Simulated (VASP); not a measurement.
# Al (Fm-3m) in VASP: notebook

The runs below take Al through single point, with PBE.

Everything below comes from runs of VASP 6.6.1. Logs are shortened: lines on timing, memory, paths and dates and some standing lists are left out, and cuts for length are marked.

## Step 1: The undisturbed crystal

Symmetry: Fm-3m, No. 225, cubic system. The conventional cell has a = 4.050 Å, b = 4.050 Å, c = 4.050 Å, α = 90.00°, β = 90.00°, γ = 90.00°. Al (site symmetry m-3m) has 12 Al at 2.86 Å as nearest neighbours.

## Step 2: Single point, PBE (grid = ENCUT=400 dk=0.6 cell=3x3x3 ISMEAR=1 SIGMA=0.1 LREAL=Auto EDIFF=1e-06)

Contents of INCAR:

```
ALGO = Fast ; EDIFF = 1E-6
ENCUT = 400 ; GGA = PE
ISIF = 2 ; ISMEAR = 1
LASPH = T ; LCHARG = F
LREAL = Auto ; LWAVE = F
NBANDS = 65 ; NELM = 120
PREC = Accurate ; SIGMA = 0.1
```

Contents of KPOINTS:

```
k-points
0
Gamma
  2 2 2
```

Contents of POSCAR:

```
Al
1.0
    0.0000000000      6.0744150000      6.0744150000
    6.0744150000      0.0000000000      6.0744150000
    6.0744150000      6.0744150000      0.0000000000
Al
26
Direct
    0.0000000000      0.0000000000      0.3333333333
    0.0000000000      0.0000000000      0.6666666667
    0.0000000000      0.3333333333      0.0000000000
    0.0000000000      0.3333333333      0.3333333333
    0.0000000000      0.3333333333      0.6666666667
    0.0000000000      0.6666666667      0.0000000000
    0.0000000000      0.6666666667      0.3333333333
    0.0000000000      0.6666666667      0.6666666667
    0.3333333333      0.0000000000      0.0000000000
    0.3333333333      0.0000000000      0.3333333333
    0.3333333333      0.0000000000      0.6666666667
    0.3333333333      0.3333333333      0.0000000000
    0.3333333333      0.3333333333      0.3333333333
    0.3333333333      0.3333333333      0.6666666667
    0.3333333333      0.6666666667      0.0000000000
    0.3333333333      0.6666666667      0.3333333333
    0.3333333333      0.6666666667      0.6666666667
    0.6666666667      0.0000000000      0.0000000000
    0.6666666667      0.0000000000      0.3333333333
    0.6666666667      0.0000000000      0.6666666667
    0.6666666667      0.3333333333      0.0000000000
    0.6666666667      0.3333333333      0.3333333333
    0.6666666667      0.3333333333      0.6666666667
    0.6666666667      0.6666666667      0.0000000000
    0.6666666667      0.6666666667      0.3333333333
    0.6666666667      0.6666666667      0.6666666667
```

Potentials or basis: VASP PAW PBE potentials, release 64 (Al).

Run with:

```bash
$ cat potpaw_PBE.64/Al/POTCAR > POTCAR
$ mpirun -np 1 vasp_std > vasp.out
```

OUTCAR:

```text
EDIFF = 1E-6
   ENCUT = 400
   GGA = PE
   ISIF = 2
   ISMEAR = 1
   LASPH = T
   LREAL = Auto
   NELM = 120
   PREC = Accurate

 Found      3 irreducible k-points:

 Following reciprocal coordinates:
            Coordinates               Weight
  0.000000  0.000000  0.000000      1.000000
  0.500000  0.000000  0.000000      4.000000
  0.500000  0.500000  0.000000      3.000000
   k-points           NKPTS =      3   k-points in BZ     NKDIM =      3   number of bands    NBANDS=     65
   number of dos      NEDOS =    301   number of ions     NIONS =     26
   total plane-waves  NPLWV = 175616
   dimension x,y,z NGX =    56 NGY =   56 NGZ =   56
   dimension x,y,z NGXF=   112 NGYF=  112 NGZF=  112
   ions per type =              26
   NGX,Y,Z   is equivalent  to a cutoff of  10.84, 10.84, 10.84 a.u.
   NGXF,Y,Z  is equivalent  to a cutoff of  21.67, 21.67, 21.67 a.u.
 SYSTEM =  unknown system
   PREC   = accura    normal or accurate (medium, high low for compatibility)
   ISTART =      0    job   : 0-new  1-cont  2-samecut
   ICHARG =      2    charge: 1-file 2-atom 10-const
   ISPIN  =      1    spin polarized calculation?
   LNONCOLLINEAR =      F non collinear calculations
   LSORBIT =      F    spin-orbit coupling
   LASPH  =      T    aspherical Exc in radial PAW
   ENCUT  =  400.0 eV  29.40 Ry    5.42 a.u.  14.01 14.01 14.01*2*pi/ulx,y,z
   NELM   =    120;   NELMIN=  2; NELMDL= -5     # of ELM steps
   EDIFF  = 0.1E-05   stopping-criterion for ELM
   LREAL  =      T    real-space projection
   EDIFFG = 0.1E-04   stopping-criterion for IOM
   NSW    =      0    number of steps for IOM
[... 5 lines left out ...]
   TEBEG  =    0.0;   TEEND  =   0.0 temperature during run
   PSTRESS=    0.0 pullay stress
   NELECT =      78.0000    total number of electrons
   NUPDOWN=      -1.0000    fix difference up-down
   EMIN   =  10.00;   EMAX   =-10.00  energy-range for DOS
   EFERMI =   0.00;   METHOD = LEGACY
   ISMEAR =     1;   SIGMA  =   0.10  broadening in eV -4-tet -1-fermi 0-gaus
   EFERMI_NEDOS =   21; number of points for ismear=-14 and -15
   IALGO  =     68    algorithm
   IMIX   =      4    mixing-type and parameters
     AMIX     =   0.40;   BMIX     =  1.00
     AMIX_MAG =   1.60;   BMIX_MAG =  1.00
  volume/ion in A,a.u.               =      17.24       116.35
  Fermi-wavevector in a.u.,A,eV,Ry     =   0.913956  1.727126 11.365156  0.835315
  Thomas-Fermi vector in A             =   2.038527
   LORBIT       =      0    0 simple, 1 ext, 2 COOP (PROOUT), +10 PAW based schemes
   GGA     = PE    functional components
   LHFCALC =     F    Hartree Fock is set to
   AEXX    =    0.0000 exact exchange contribution
   IVDW    =     0    specifies the selected vdW correction
   LEPSILON=     F    determine dielectric tensor
   LRPA    =     F    only Hartree local field effects (RPA)
 non-spin polarized calculation
 RMM-DIIS sequential band-by-band and
 Methfessel and Paxton  Order N= 1 SIGMA  =   0.10
  energy-cutoff  :      400.00
  volume of cell :      448.27
 maximum number of plane-waves:      8144
   NGX = 29   NGY = 29   NGZ = 29

 number of electron      78.0000000 magnetization

 Free energy of the ion-electron system (eV)
  ---------------------------------------------------
  ext. energy  EPLUGINS =         0.00000000
  ---------------------------------------------------
  free energy    TOTEN  =       -98.28102835 eV

  energy without entropy =      -98.29709209  energy(sigma->0) =      -98.28638293

 E-fermi :   7.3346     XC(G=0):  -9.9987

 val. band max:        7.2429765239   @ k =   0.5000   0.0000   0.0000
 cond. band min:       7.4642421040   @ k =   0.5000   0.0000   0.0000
 fundamental gap:      0.2212655801
 Fermi energy:         7.3345605397

 k-point     1 :       0.0000    0.0000    0.0000
  band No.  band energies     occupation
      1      -3.4290      2.00000
      2      -0.6180      2.00000
      3      -0.5822      2.00000
      4      -0.5822      2.00000
      5      -0.5822      2.00000
      6      -0.4455      2.00000
[... 43 lines left out ...]
     50       8.1010     -0.00000
     51       8.2925     -0.00000

 k-point     2 :       0.5000    0.0000    0.0000
  band No.  band energies     occupation
      1      -2.7943      2.00000
      2      -2.5768      2.00000
      3      -0.8492      2.00000
      4      -0.8416      2.00000
      5      -0.8416      2.00000
      6      -0.6557      2.00000
[... 43 lines left out ...]
     50       9.2067     -0.00000
     51       9.3168     -0.00000

 k-point     3 :       0.5000    0.5000    0.0000
  band No.  band energies     occupation
      1      -2.5291      2.00000
      2      -2.3903      2.00000
      3      -1.5859      2.00000
      4      -1.4894      2.00000
      5      -1.4894      2.00000
      6      -0.9875      2.00000
[... 43 lines left out ...]
     50       9.5688      0.00000
     51       9.6000      0.00000
 [bands above 51 left out]

------------------------ aborting loop because EDIFF is reached ----------------------------------------

  FORCE on cell =-STRESS in cart. coord.  units (eV):
  Direction    XX          YY          ZZ          XY          YZ          ZX
  --------------------------------------------------------------------------------------
  -------------------------------------------------------------------------------------
  Total       -3.2938929     -3.2938929     -3.2938929     -0.0000000     -0.0000000      0.0000000
  in kB      -11.7727164    -11.7727164    -11.7727164     -0.0000000     -0.0000000      0.0000000
  external PRESSURE =     -11.7727164 kB  Pullay stress =       0.0000000 kB

 VOLUME and BASIS-vectors are now :
 -----------------------------------------------------------------------------
  energy-cutoff  :      400.00
  volume of cell :      448.27
      direct lattice vectors                 reciprocal lattice vectors
     0.000000000  6.074415000  6.074415000    -0.082312453  0.082312453  0.082312453
     6.074415000  0.000000000  6.074415000     0.082312453 -0.082312453  0.082312453
     6.074415000  6.074415000  0.000000000     0.082312453  0.082312453 -0.082312453

 POSITION                                       TOTAL-FORCE (eV/Angst)
 -----------------------------------------------------------------------------------
      2.02480      2.02480      0.00000        -0.158515     -0.158515     -0.000000
      4.04961      4.04961      0.00000         0.158515      0.158515     -0.000000
      2.02480      0.00000      2.02480        -0.158515      0.000000     -0.158515
      4.04961      2.02480      2.02480         0.041735     -0.041735     -0.041735
      6.07442      4.04961      2.02480        -0.000000      0.158515     -0.158515
      4.04961      0.00000      4.04961         0.158515      0.000000      0.158515
[... 18 lines left out ...]
      6.07442      6.07442      8.09922        -0.000000      0.000000      0.082604
      8.09922      8.09922      8.09922        -0.041735     -0.041735     -0.041735
 -----------------------------------------------------------------------------------
    total drift:                               -0.000000      0.000000     -0.000000

  FREE ENERGIE OF THE ION-ELECTRON SYSTEM (eV)
  ---------------------------------------------------
  free  energy   TOTEN  =       -98.2810283491 eV

  energy  without entropy=      -98.2970920946  energy(sigma->0) =      -98.28638293
```

OSZICAR:

```text
N       E                     dE             d eps       ncg     rms          rms(c)
DAV:   1     0.700472241267E+02    0.70047E+02   -0.22867E+04   390   0.782E+02
DAV:   2    -0.907319802348E+02   -0.16078E+03   -0.14925E+03   490   0.119E+02
DAV:   3    -0.988810245594E+02   -0.81490E+01   -0.79306E+01   476   0.223E+01
DAV:   4    -0.990100563960E+02   -0.12903E+00   -0.12863E+00   452   0.331E+00
DAV:   5    -0.990128758258E+02   -0.28194E-02   -0.28188E-02   459   0.526E-01    0.654E+00
RMM:   6    -0.985208260343E+02    0.49205E+00   -0.32082E-01   393   0.952E-01    0.381E+00
RMM:   7    -0.982968328324E+02    0.22399E+00   -0.19701E-01   423   0.957E-01    0.763E-01
RMM:   8    -0.982811259503E+02    0.15707E-01   -0.18336E-02   426   0.384E-01    0.318E-01
RMM:   9    -0.982809266078E+02    0.19934E-03   -0.29394E-03   447   0.166E-01    0.145E-01
RMM:  10    -0.982810511537E+02   -0.12455E-03   -0.70135E-04   453   0.855E-02    0.247E-02
RMM:  11    -0.982810325706E+02    0.18583E-04   -0.22869E-04   461   0.431E-02    0.150E-02
RMM:  12    -0.982810330691E+02   -0.49841E-06   -0.71751E-05   486   0.244E-02    0.904E-03
RMM:  13    -0.982810307026E+02    0.23665E-05   -0.93916E-06   399   0.921E-03    0.533E-03
RMM:  14    -0.982810287992E+02    0.19034E-05   -0.21658E-06   317   0.432E-03    0.537E-03
RMM:  15    -0.982810283491E+02    0.45007E-06   -0.44565E-07   240   0.228E-03
   1 F= -.98281028E+02 E0= -.98286383E+02  d E =0.160637E-01
```

stdout:

```text
POSCAR found type information on POSCAR Al
 POSCAR found :  1 types and      26 ions
 scaLAPACK will be used
 LDA part: xc-table for (Slater+PW92), standard interpolation
 POSCAR, INCAR and KPOINTS ok, starting setup
 FFT: planning ... GRIDC
 FFT: planning ... GRID_SOFT
 FFT: planning ... GRID
 WAVECAR not read
 entering main loop
```

Run time: 59 s. Hardware: 1 thread of Intel Xeon Platinum 8559C (Emerald Rapids), shared host; peak memory 0.38 GiB.

These settings aren't checked as converged: the numbers below hold their error.

Results:

- Free energy: -98.2810 eV
- Pressure: -1.2 GPa
- Largest force: 0.224 eV/Å

Caveat: the k mesh is coarse (spacing up to 0.45 Å⁻¹), so the values aren't converged; the mesh shows a gap though the element is a metal.

## Step 3: Single point, PBE (grid = ENCUT=400 dk=0.45 cell=3x3x3 ISMEAR=1 SIGMA=0.1 LREAL=Auto EDIFF=1e-06)

INCAR is that of step 2.

KPOINTS is that of step 2.

POSCAR is that of step 2.

Potentials or basis: VASP PAW PBE potentials, release 64 (Al).

Run with:

```bash
$ cat potpaw_PBE.64/Al/POTCAR > POTCAR
$ mpirun -np 1 vasp_std > vasp.out
```

Wall time 64 s (1 thread of Intel Xeon Platinum 8559C (Emerald Rapids), shared host); peak memory 0.39 GiB.

The run converged, but some of its settings lie outside the range that counts as converged, so its numbers aren't taken as properties of the crystal.

Results:

```
Free energy   : -98.2810 eV
Pressure      : -1.2 GPa
Largest force : 0.224 eV/Å
```

Caveat: the k mesh is coarse (spacing up to 0.45 Å⁻¹), so the values aren't converged; the mesh shows a gap though the element is a metal.

(Continued in part 2 of 2.)
